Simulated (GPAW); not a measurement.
# Rh (Fm-3m) in GPAW: settings compared, part 3 of 3

GPAW 26.7.0.

## 5. Band structure, RPBE

The input, run.py:

```python
from ase import Atoms
from ase.dft.bandgap import bandgap
from ase.io import write
from ase.units import GPa
from gpaw import GPAW, PW

atoms = Atoms(['Rh'],
              cell=[[0.0, 1.89785, 1.89785],
                    [1.89785, 0.0, 1.89785],
                    [1.89785, 1.89785, 0.0]],
              scaled_positions=[[0.0, 0.0, 0.0]],
              pbc=True)

calc = GPAW(mode=PW(600),
            xc='RPBE',
            kpts={'size': (12, 12, 12), 'gamma': True},
            occupations={'name': 'fermi-dirac', 'width': 0.05},
            nbands=16,
            convergence={'density': 1e-05, 'energy': 1e-05},
            maxiter=150,
            txt='gpaw.txt')
atoms.calc = calc
energy = atoms.get_potential_energy()
forces = atoms.get_forces()
stress = atoms.get_stress()
calc.write('gs.gpw')
write('result.traj', atoms)
print(f'Energy: {energy:.6f} eV')
print('Forces (eV/A):')
print(forces.round(4))
print('Stress (GPa):', (stress / GPa).round(3))
print('Fermi level:', round(calc.get_fermi_level(), 4), 'eV')
print(f'Gap: {bandgap(calc)[0]:.4f} eV, direct: {bandgap(calc, direct=True)[0]:.4f} eV')

path = atoms.cell.bandpath('GXWKGLUWLK,UX', npoints=100, eps=1e-4)
bs_calc = calc.fixed_density(kpts=path, symmetry='off', nbands=24,
                             convergence={'bands': 'CBM+6.0', 'eigenstates': 1e-6}, txt='bands.txt')
bs = bs_calc.band_structure()
bs.write('bs.json')
print(f'Gap on the path: {bandgap(bs_calc)[0]:.4f} eV')
```

Potentials or basis: the program's PAW data sets (release 1.2.1) made for this functional, pw.

Launch:

```
> OMP_NUM_THREADS=1 python run.py
```

gpaw.txt:

```text
__  _  _
 | _ |_)|_||  |
 |__||  | ||/\| - 26.7.0

Input parameters:
  mode=PW(ecut=600.0),
  convergence={'density': 1e-05, 'energy': 1e-05},
  kpts=MonkhorstPack(size=(12, 12, 12), gamma=True),
  maxiter=150,
  nbands=16,
  occupations=Occupations(name='fermi-dirac', width=0.05),
  xc=XC(name='RPBE')

Diagonalizing LCAO Hamiltonian
Converting LCAO to pw mode

       Rh

Atoms  # Å, Bohr magnetons
|   | symbol |        x |        y |        z |    initial magnetic moments |
|---|--------|----------|----------|----------|-----------------------------|
| 0 |     Rh | 0.000000 | 0.000000 | 0.000000 | ( 0.0000,  0.0000,  0.0000) |

Unit cell  # Å
| periodic |        x |        y |        z |  lengths |    angles |
|----------|----------|----------|----------|----------|-----------|
|      yes | 0.000000 | 1.897850 | 1.897850 | 2.683965 | 60.000000 |
|      yes | 1.897850 | 0.000000 | 1.897850 | 2.683965 | 60.000000 |
|      yes | 1.897850 | 1.897850 | 0.000000 | 2.683965 | 60.000000 |

Number of symmetries: 48
Symmetry operations  # r_c * U_cc + t_c -> r_c
|    | kind |            matrix            |
|----|------|------------------------------|
|  0 |  σ   |  1, 0, 0,  1, 0,-1,  1,-1, 0 |
|  1 |  C2  |  1, 0, 0,  1,-1, 0,  1, 0,-1 |
|  2 |  E   |  1, 0, 0,  0, 1, 0,  0, 0, 1 |
|  3 |  σ   |  1, 0, 0,  0, 0, 1,  0, 1, 0 |
|  4 |  C4  |  1, 0,-1,  1, 0, 0,  1,-1, 0 |
|  5 |  S6  |  1, 0,-1,  1,-1, 0,  1, 0, 0 |
|  6 |  σ   |  1, 0,-1,  0, 1,-1,  0, 0,-1 |
|  7 |  C3  |  1, 0,-1,  0, 0,-1,  0, 1,-1 |
|  8 |  S6  |  1,-1, 0,  1, 0, 0,  1, 0,-1 |
|  9 |  C4  |  1,-1, 0,  1, 0,-1,  1, 0, 0 |
| 10 |  C3  |  1,-1, 0,  0,-1, 1,  0,-1, 0 |
| 11 |  σ   |  1,-1, 0,  0,-1, 0,  0,-1, 1 |
[... 135 lines left out ...]
xc functional:
  name: RPBE with 2 nearest neighbor stencil

convergence criteria:
- Maximum integral of absolute [dens]ity change: 1e-05 electrons / valence electron
- Maximum [total energy] change in last 3 cyles: 1e-05 eV / valence electron
- Maximum integral of absolute [eigenst]ate change: 4e-08 eV^2 / valence electron
maximum number of iterations: 150

SCF iterations
|iter     | |      energy | eigst |  dens |
|---------|-|-------------|-------|-------|
|iter:   1| |   -7.196047 | +0.03 |       |
|iter:   2| |   -7.074143 | -2.77 | -1.11 |
|iter:   3| |   -6.646175 | -2.06 | -1.16 |
|iter:   4| |   -6.644464 | -3.41 | -2.25 |
|iter:   5| |   -6.644543 | -3.25 | -2.45 |
|iter:   6| |   -6.644532c| -6.12 | -3.53 |
|iter:   7| |   -6.644535c| -6.22 | -3.78 |
|iter:   8| |   -6.644535c| -8.35c| -5.08c|

Converged in 8 steps
Energy contributions relative to reference atoms: (reference = -130142.771194)

Energy contributions:
  Kinetic:          -2.391048
  Coulomb:           0.009747
  Zero:             -0.011357
  External:          0.000000
  Xc:               -4.247608
  Entropy:          -0.008538
  Spinorbit:         0.000000
  ----------------------------
  Free energy:      -6.648804
  Extrapolated:     -6.644535

dipole moment: (-11.453004, -11.453004, -11.453004)  # |e|*Ang

Fermi level: 12.017
Eigenvalues  # (at kpt = [-0.000, -0.000, -0.000])
| band index |      eig [eV] | occ [0-2] |
|------------|---------------|-----------|
|          0 |       -34.405 |     2.000 |
|          1 |       -34.405 |     2.000 |
|          2 |       -34.405 |     2.000 |
|          3 |         4.070 |     2.000 |
|          4 |         8.912 |     2.000 |
|          5 |         8.912 |     2.000 |
[... 8 lines left out ...]
|         14 |        44.197 |     0.000 |
|         15 |        44.197 |     0.000 |

No gap
No difference between direct/indirect transitions

Forces  # eV/Ang
|       x |       y |       z |
|---------|---------|---------|
| 0.00000 | 0.00000 | 0.00000 |  # Rh   0

Stress tensor  # eV/Ang^3
|         x |         y |         z |
|-----------|-----------|-----------|
| -0.090714 | -0.000000 | -0.000000 |
| -0.000000 | -0.090714 |  0.000000 |
| -0.000000 |  0.000000 | -0.090714 |

# Writing to gs.gpw (mode='')
```

stdout:

```text
Energy: -6.644535 eV
Forces (eV/A):
[[0. 0. 0.]]
Stress (GPa): [-14.534 -14.534 -14.534   0.     -0.     -0.   ]
Fermi level: 12.0172 eV
Gap: 0.0000 eV, direct: 0.0000 eV
Gap on the path: 0.0000 eV
```

bands.txt:

```text
Diagonalizing LCAO Hamiltonian
Converting LCAO to pw mode
convergence criteria:
- Maximum integral of absolute [eigenst]ate change: 1e-06 eV^2 / valence electron
maximum number of iterations: 150

SCF iterations
|iter     | |      energy | eigst |  dens |
|---------|-|-------------|-------|-------|
|iter:   1| |             | -0.58 |       |
[... 103 lines left out ...]
         [0.375     , 0.375     , 0.75      ],
         [0.625     , 0.25      , 0.625     ],
         [0.60416667, 0.20833333, 0.60416667],
         [0.58333333, 0.16666667, 0.58333333],
         [0.5625    , 0.125     , 0.5625    ],
         [0.54166667, 0.08333333, 0.54166667],
         [0.52083333, 0.04166667, 0.52083333],
         [0.5       , 0.        , 0.5       ]])),
  maxiter=150,
  nbands=24,
  occupations=Occupations(name='fermi-dirac', width=0.05),
  symmetry=Symmetry(point_group=False, time_reversal=False),
  xc=XC(name='RPBE')
```

Wall time 14 s (1 thread of Arm Neoverse V2, shared host); peak memory 0.17 GiB.

Results:

- Free energy: -6.6488 eV
- Pressure: 14.5 GPa
- Band gap along the path: none (metal or under the smearing width)

Levels at the corners of the path, in eV from the Fermi level:
| point | band 3 | band 4 | band 5 | band 6 | band 7 | band 8 | band 9 |
| --- | --- | --- | --- | --- | --- | --- | --- |
| Γ | -46.42 | -7.95 | -3.11 | -3.11 | -3.11 | -1.03 | -1.03 |
| X | -46.70 | -6.35 | -5.96 | 0.51 | 0.97 | 0.97 | 3.31 |
| W | -46.70 | -5.04 | -3.80 | -3.80 | -1.24 | 0.97 | 9.79 |
| K | -46.64 | -5.54 | -4.77 | -2.06 | -0.73 | 0.36 | 7.97 |
| Γ | -46.42 | -7.95 | -3.11 | -3.11 | -3.11 | -1.03 | -1.03 |
| L | -46.53 | -6.12 | -3.19 | -3.19 | 0.55 | 0.55 | 0.76 |
| U | -46.64 | -5.54 | -4.77 | -2.06 | -0.73 | 0.36 | 7.97 |
| W | -46.70 | -5.04 | -3.80 | -3.80 | -1.24 | 0.97 | 9.79 |
| L | -46.53 | -6.12 | -3.19 | -3.19 | 0.55 | 0.55 | 0.76 |
| K | -46.64 | -5.54 | -4.77 | -2.06 | -0.73 | 0.36 | 7.97 |
| U | -46.64 | -5.54 | -4.77 | -2.06 | -0.73 | 0.36 | 7.97 |
| X | -46.70 | -6.35 | -5.96 | 0.51 | 0.97 | 0.97 | 3.31 |

## 6. Band structure, revPBE

Edit run.py of step 5 so:

```diff
@@ -1,4 +1,3 @@
-from ase import Atoms
 from ase.dft.bandgap import bandgap
-from ase.io import write
+from ase.io import read, write
 from ase.units import GPa
@@ -6,11 +5,6 @@
 
-atoms = Atoms(['Rh'],
-              cell=[[0.0, 1.89785, 1.89785],
-                    [1.89785, 0.0, 1.89785],
-                    [1.89785, 1.89785, 0.0]],
-              scaled_positions=[[0.0, 0.0, 0.0]],
-              pbc=True)
+atoms = read('Rh.xyz')
 
 calc = GPAW(mode=PW(600),
-            xc='RPBE',
+            xc='revPBE',
             kpts={'size': (12, 12, 12), 'gamma': True},
@@ -34,3 +28,3 @@
 
-path = atoms.cell.bandpath('GXWKGLUWLK,UX', npoints=100, eps=1e-4)
+path = atoms.cell.bandpath('GXWKGLUWLK,UX', npoints=60, eps=1e-4)
 bs_calc = calc.fixed_density(kpts=path, symmetry='off', nbands=24,
```

The input, Rh.xyz:

```xyz
1
Lattice="0.0000000000 1.8978500000 1.8978500000 1.8978500000 0.0000000000 1.8978500000 1.8978500000 1.8978500000 0.0000000000" Properties=species:S:1:pos:R:3 pbc="T T T"
Rh     0.0000000000      0.0000000000      0.0000000000
```

Potentials or basis: the program's PAW data sets (release 1.2.1) made for this functional, pw.

Launch:

```
> OMP_NUM_THREADS=1 python run.py
```

Wall time 11 s (1 thread of Arm Neoverse V2, shared host); peak memory 0.16 GiB.

The run converged. Its results:

| Item | Value |
| --- | --- |
| Free energy | -6.7865 eV |
| Pressure | 13.1 GPa |
| Band gap along the path | none (metal or under the smearing width) |

Levels at the corners of the path, in eV from the Fermi level:
```csv
point,band 3,band 4,band 5,band 6,band 7,band 8,band 9
Γ,-46.42,-7.96,-3.11,-3.11,-3.11,-1.03,-1.03
X,-46.70,-6.35,-5.97,0.51,0.97,0.97,3.30
W,-46.70,-5.04,-3.81,-3.81,-1.24,0.98,9.78
K,-46.64,-5.54,-4.77,-2.06,-0.73,0.36,7.96
Γ,-46.42,-7.96,-3.11,-3.11,-3.11,-1.03,-1.03
L,-46.52,-6.13,-3.19,-3.19,0.55,0.55,0.75
U,-46.64,-5.54,-4.77,-2.06,-0.73,0.36,7.96
W,-46.70,-5.04,-3.81,-3.81,-1.24,0.98,9.78
L,-46.52,-6.13,-3.19,-3.19,0.55,0.55,0.75
K,-46.64,-5.54,-4.77,-2.06,-0.73,0.36,7.96
U,-46.64,-5.54,-4.77,-2.06,-0.73,0.36,7.96
X,-46.70,-6.35,-5.97,0.51,0.97,0.97,3.30
```

## 7. Summary

```csv
level,potentials or basis,spin,k mesh,band points,spin axis theta (degrees),spin axis phi (degrees),soc after scf,pressure (GPa)
LDA,"the program's PAW data sets (release 1.2.1) made for this functional, pw",off,12 × 12 × 12,100,-,-,-,-8.4
PBEsol,"PAW data sets generated in the run's folder for this functional, pw",off,12 × 12 × 12,60,-,-,-,-1.4
PBEsol,"PAW data sets generated in the run's folder for this functional, pw","SOC, no magnetisation",9 × 9 × 9,100,90,45,second variation,-1.2
RPBE,"the program's PAW data sets (release 1.2.1) made for this functional, pw",off,12 × 12 × 12,100,-,-,-,14.5
revPBE,"the program's PAW data sets (release 1.2.1) made for this functional, pw",off,12 × 12 × 12,60,-,-,-,13.1
```

Alike in all rows: task band structure; cell as given; cutoff (eV) 600; smearing fermi-dirac 0.05 eV.

Caveats: spin-orbit coupling was added after a scalar SCF, so levels and gaps hold it while energy, forces, pressure and moments don't (some runs); this program's spin-orbit splittings come out too wide for heavy elements (some runs).

Total energies depend on the potentials used, so only differences within one code and one set of settings carry meaning.
